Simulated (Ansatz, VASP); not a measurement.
## Two plane-wave programs on GaN

The input INCAR:

```
  PREC = Accurate
  ENCUT = 520
  EDIFF = 1E-6
  ISMEAR = 0
  SIGMA = 0.01
  LREAL = False
  LASPH = True
  NELM = 100
  ALGO = Normal
  ISIF = 2
  LWAVE = False
  LCHARG = True
  GGA = PE
  LELF = True
  LVHAR = True
  NBANDS = 46
```

File KPOINTS:

```
regular mesh
0
Gamma
  9 9 2
```

File POSCAR:

```
GaN
1.0
    3.2171331081      0.0000000000      0.0000000000
   -1.6085665540      2.7861189989      0.0000000000
    0.0000000000      0.0000000000     10.4954061801
Ga N
4 4
Direct
    0.0000000000      0.0000000000     -0.0003500022
    0.3333333333      0.6666666667      0.2499403971
    0.0000000000      0.0000000000      0.4996499978
    0.6666666667      0.3333333333      0.7499403971
    0.0000000000      0.0000000000      0.1876293213
    0.3333333333      0.6666666667      0.4377802838
    0.0000000000      0.0000000000      0.6876293213
    0.6666666667      0.3333333333      0.9377802838
```

Input for Ansatz:

```yaml
crystal:
  lattice:
    - [3.2171331081, 0.0, 0.0]
    - [-1.608566554, 2.7861189989, 0.0]
    - [0.0, 0.0, 10.4954061801]
  atoms:
    - { symbol: Ga, position: [0.0, 0.0, -0.0003500022] }
    - { symbol: Ga, position: [0.3333333333, 0.6666666667, 0.2499403971] }
    - { symbol: Ga, position: [0.0, 0.0, 0.4996499978] }
    - { symbol: Ga, position: [0.6666666667, 0.3333333333, 0.7499403971] }
    - { symbol: "N", position: [0.0, 0.0, 0.1876293213] }
    - { symbol: "N", position: [0.3333333333, 0.6666666667, 0.4377802838] }
    - { symbol: "N", position: [0.0, 0.0, 0.6876293213] }
    - { symbol: "N", position: [0.6666666667, 0.3333333333, 0.9377802838] }
kpoints:
  mp_grid: { grid: [9, 9, 2] }
hamiltonian:
  xc: pbe
scf:
  occupations: { method: fixed }
  n_extra_bands: 6
output:
  forces: true
  stress: true
  eigenvalues: true
```

Alike in both runs: task single point; functional PBE; k mesh 9 × 9 × 2; no spin polarisation.

|  | VASP | Ansatz |
| --- | --- | --- |
| version | VASP 6.6.1 | Ansatz 0.2.0 |
| potentials or method | VASP PAW PBE potentials, release 64 (Ga_d, N) | plane waves, PAW |
| plane-wave cutoff (eV) | 520 | 420 |
| occupations | gaussian, width 0.01 eV | fixed |
| valence electrons in the cell | 72 | 72 |

```csv
,VASP,Ansatz,Ansatz less VASP
gap on the k mesh at the Fermi level (eV),1.63,1.62,-0.005
pressure (GPa),0.2,0.0,-0.20
```
